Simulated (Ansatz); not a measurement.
Consider ZnTe in the zinc blende structure (space group F-43m, No. 216; a = 6.179 Å).

Levels (all Ansatz, a program for electronic structure, PAW): PBE (420 eV, scalar-relativistic without spin-orbit coupling); r2SCAN (500 eV, no spin-orbit coupling).

Its gap is 1.08 eV with PBE and 1.63 eV with r2SCAN.

One thing is altered: cell and atoms relaxed at a pressure of 45 GPa.

With PBE the gap becomes 1.19 eV.

Question: If the r2SCAN correction stayed the same, what would the r2SCAN gap be, and what does the r2SCAN run give?

Answer: A rigid correction of +0.55 eV gives 1.74 eV. The r2SCAN run gives 1.48 eV, so the correction itself changes by -0.26 eV.

Single points use the geometry relaxed with PBE. Spin-orbit coupling, missing from the scalar runs, can matter with Te. Load acts through the strain it causes; cell and atoms are relaxed under it. Stability against distortions was not tested. Measured, ZnTe leaves this structure (for cinnabar) near 9.5 GPa (temperature not stated; as listed in Datta, Sujoy, Jana, Debnarayan, arXiv (2020)), on rising pressure, with hysteresis.
